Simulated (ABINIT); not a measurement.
# Zn (Fm-3m) in ABINIT: notebook, part 2 of 2

ABINIT 10.8.3 (patched build). The steps go on from the part before.

## (3) Band structure, AM05

The input, run.abi:

```
ndtset 2

pp_dirpath "./"
pseudos "Zn.GGA_PBE-JTH.xml"

acell 3*1.0 Angstrom
rprim
     0.0000000000     1.9647760000     1.9647760000
     1.9647760000     0.0000000000     1.9647760000
     1.9647760000     1.9647760000     0.0000000000
ntypat 1
znucl 30
natom 1
typat 1
xred
     0.0000000000     0.0000000000     0.0000000000

ecut 26.0
pawecutdg 48.0
pawxcdev 0

ixc -120135

occopt 3
tsmear 0.00183747

nstep 100

iomode 3
prtwf 0
prteig 0
prtebands 0
enunit 1
prtden1 1
prtvha1 1
prtvclmb1 1
prtpot1 1

kptopt1 1
ngkpt1 12 12 12
nshiftk1 1
shiftk1 0.0 0.0 0.0
nband1 10
tolvrs1 1.0e-9

iscf2 -2
getden2 1
nband2 16
nbdbuf2 4
tolwfr2 1.0e-11
kptopt2 -9
ndivsm2 6
prteig2 1
prtvol2 -3
kptbounds2
     0.0000000000     0.0000000000     0.0000000000
     0.5000000000     0.0000000000     0.5000000000
     0.5000000000     0.2500000000     0.7500000000
     0.3750000000     0.3750000000     0.7500000000
     0.0000000000     0.0000000000     0.0000000000
     0.5000000000     0.5000000000     0.5000000000
     0.6250000000     0.2500000000     0.6250000000
     0.5000000000     0.2500000000     0.7500000000
     0.5000000000     0.5000000000     0.5000000000
     0.3750000000     0.3750000000     0.7500000000
```

Potentials or basis: JTH PAW PBE v2.0.

Run with:

```sh
$ abinit run.abi > log 2>&1
```

It took 64 s on 1 thread of Arm Neoverse V1, shared host; peak memory 0.11 GiB.

The run converged. Its results:

```
Free energy                                           : -1749.6529 eV
Pressure                                              : -5.5 GPa
Band gap on the k mesh                                : none (metal or under the smearing width)
Valence electrons inside the program's atomic spheres : Zn 10.73 (radii [1.2212] Å)
```

Levels at the corners of the path, in eV from the Fermi level:
```
point  band 4  band 5  band 6  band 7  band 8  band 9
    Γ   -7.52   -7.14   -7.14   18.25   18.25   18.25
    X   -6.78   -6.78   -0.96    1.79    8.44    8.44
    W   -7.11   -6.78    2.29    2.29    3.18    4.05
    K   -7.05   -6.87    0.80    1.62    2.70    9.97
    Γ   -7.52   -7.14   -7.14   18.25   18.25   18.25
    L   -6.85   -6.85   -2.88   -1.31   15.26   15.26
    U   -7.05   -6.87    0.80    1.62    2.70    9.97
    W   -7.11   -6.78    2.29    2.29    3.18    4.05
    L   -6.85   -6.85   -2.88   -1.31   15.26   15.26
    K   -7.05   -6.87    0.80    1.62    2.70    9.97
```

Caveat: the PAW data sets were made with another functional, which shifts forces and pressure a little.

## (4) Band structure, r2SCAN

run.abi, as its differences from that of step 3:

```diff
@@ -19,5 +19,6 @@
 pawecutdg 48.0
+
+ixc -497498
+usekden 1
 pawxcdev 0
-
-ixc -120135
 
@@ -34,2 +35,3 @@
 prtden1 1
+prtkden1 1
 prtvha1 1
@@ -43,3 +45,3 @@
 nband1 10
-tolvrs1 1.0e-9
+tolvrs1 1.0e-7
 
@@ -47,2 +49,3 @@
 getden2 1
+getkden2 1
 nband2 16
```

Run with:

```sh
$ abinit run.abi > log 2>&1
```

Wall time 3.9 min (1 thread of Arm Neoverse V1, shared host); peak memory 0.11 GiB.

It converged, with:

```yaml
Free_energy: -1569.5923 eV
Pressure: -4.7 GPa
Band_gap_on_the_k_mesh: none (metal or under the smearing width)
Valence_electrons_inside_the_program's_atomic_spheres: Zn 10.73 (radii [1.2212] Å)
```

Levels at the corners of the path, in eV from the Fermi level:
```csv
point,band 2,band 3,band 4,band 5,band 6,band 7,band 8,band 9,band 10,band 11
Γ,-7.87,-7.87,-7.87,-7.48,-7.48,19.30,19.30,19.30,19.43,21.77
X,-8.51,-7.20,-7.11,-7.11,-1.07,2.00,8.94,8.94,12.43,14.04
W,-7.98,-7.98,-7.46,-7.11,2.35,2.35,3.56,4.26,22.81,23.01
K,-8.20,-7.57,-7.39,-7.21,0.77,1.74,2.93,10.53,14.06,22.62
Γ,-7.87,-7.87,-7.87,-7.48,-7.48,19.30,19.30,19.30,19.43,21.77
L,-7.87,-7.87,-7.19,-7.19,-3.06,-1.30,16.13,16.13,18.13,19.67
U,-8.20,-7.57,-7.39,-7.21,0.77,1.74,2.93,10.53,14.06,22.62
W,-7.98,-7.98,-7.46,-7.11,2.35,2.35,3.56,4.26,22.81,23.01
L,-7.87,-7.87,-7.19,-7.19,-3.06,-1.30,16.13,16.13,18.13,19.67
K,-8.20,-7.57,-7.39,-7.21,0.77,1.74,2.93,10.53,14.06,22.62
```

Caveat: totals of a meta-GGA on PAW files have another zero than those of a GGA; the PAW data sets were made with another functional, which shifts forces and pressure a little.

## (5) Band structure, SCAN

run.abi, as its differences from that of step 4:

```diff
@@ -20,3 +20,3 @@
 
-ixc -497498
+ixc -263267
 usekden 1
```

Potentials or basis: JTH PAW PBE v2.0.

Run with:

```sh
$ abinit run.abi > log 2>&1
```

run.abo:

```text
.Version 10.8.3 of ABINIT
 DATASET    1 : space group Fm -3 m (#225); Bravais cF (face-center cubic)
================================================================================
 Values of the parameters that define the memory need for DATASET  1.
     intxc =       0    ionmov =       0      iscf =      17    lmnmax =      18
     lnmax =       6     mgfft =      27  mpssoang =       3    mqgrid =    3001
     natom =       1  nloc_mem =       2    nspden =       1   nspinor =       1
    nsppol =       1      nsym =      48    n1xccc =       1    ntypat =       1
    occopt =       3   xclevel =       2
       mpw =         661          nfft =       19683          nkpt =          72
 PAW method is used; the additional fine FFT grid is defined by:
   mgfftf=        36    nfftf =     46656
================================================================================
[... 1286 lines left out ...]
   1.94428    2.18186    2.56530    2.78741    3.04741   10.31597   10.61265   15.02452
  21.55588   24.77402   35.40707   38.68308   39.80341   42.65553   44.58419   47.32864
 kpt# 102, nband= 16, wtk=  1.00000, kpt=  0.3875  0.3875  0.7250 (reduced coord)
   1.91724    2.12118    2.62318    2.84412    3.05151   10.83497   11.19558   13.82263
  21.11524   24.51090   34.14177   40.09609   41.03897   42.45821   44.59708   49.72398
 kpt# 103, nband= 16, wtk=  1.00000, kpt=  0.3750  0.3750  0.7500 (reduced coord)
   1.88623    2.06215    2.68985    2.88328    3.06535   10.89332   11.91613   13.16500
  20.75934   24.29964   32.91392   41.16613   42.03821   42.73071   44.95621   51.82791

== END DATASET(S) ==============================================================
================================================================================

 -outvars: echo values of variables after computation  --------
            acell      1.8897261259E+00  1.8897261259E+00  1.8897261259E+00 Bohr
           etotal1    -5.7948624340E+01
            fcart1    -0.0000000000E+00 -0.0000000000E+00 -0.0000000000E+00
            rprim      0.0000000000E+00  1.9647760000E+00  1.9647760000E+00
                       1.9647760000E+00  0.0000000000E+00  1.9647760000E+00
                       1.9647760000E+00  1.9647760000E+00  0.0000000000E+00
           strten1     2.1480031224E-04  2.1480031224E-04  2.1480031224E-04
                       0.0000000000E+00  0.0000000000E+00  0.0000000000E+00
 Calculation completed.
```

Run time: 3.7 min. Hardware: 1 thread of Arm Neoverse V1, shared host; peak memory 0.11 GiB.

What came out:

* Free energy: -1576.8624 eV
* Pressure: -6.3 GPa
* Band gap on the k mesh: none (metal or under the smearing width)
* Valence electrons inside the program's atomic spheres: Zn 10.73 (radii [1.2212] Å)

Levels at the corners of the path, in eV from the Fermi level:
```csv
point,band 4,band 5,band 6,band 7,band 8,band 9
Γ,-7.76,-7.37,-7.37,19.44,19.44,19.44
X,-7.01,-7.01,-1.14,2.06,8.99,8.99
W,-7.35,-7.00,2.32,2.32,3.61,4.35
K,-7.28,-7.10,0.73,1.75,3.00,10.59
Γ,-7.76,-7.37,-7.37,19.44,19.44,19.44
L,-7.08,-7.08,-3.07,-1.29,16.22,16.22
U,-7.28,-7.10,0.73,1.75,3.00,10.59
W,-7.35,-7.00,2.32,2.32,3.61,4.35
L,-7.08,-7.08,-3.07,-1.29,16.22,16.22
K,-7.28,-7.10,0.73,1.75,3.00,10.59
```

Caveat: totals of a meta-GGA on PAW files have another zero than those of a GGA; the PAW data sets were made with another functional, which shifts forces and pressure a little.

## (6) Summary

| level | gap on the mesh (eV) | pressure (GPa) |
| --- | --- | --- |
| BLYP | none | 6.1 |
| AM05 | none | -5.5 |
| r2SCAN | none | -4.7 |
| SCAN | none | -6.3 |

Alike in all rows: task band structure; potentials or basis JTH PAW PBE v2.0; no spin polarisation; cell as given; k mesh 12 × 12 × 12; cutoff (eV) 707; smearing fermi-dirac 0.05 eV.

Every run on the cell as given and a fine mesh finds a metal. The pressure there spans -6.3 GPa (SCAN) to 6.1 GPa (BLYP); a positive pressure means that this level wants a larger cell, a negative one a smaller.

Caveats: the PAW data sets were made with another functional, which shifts forces and pressure a little; totals of a meta-GGA on PAW files have another zero than those of a GGA (some runs).

Total energies depend on the potentials used, so only differences within one code and one set of settings carry meaning.
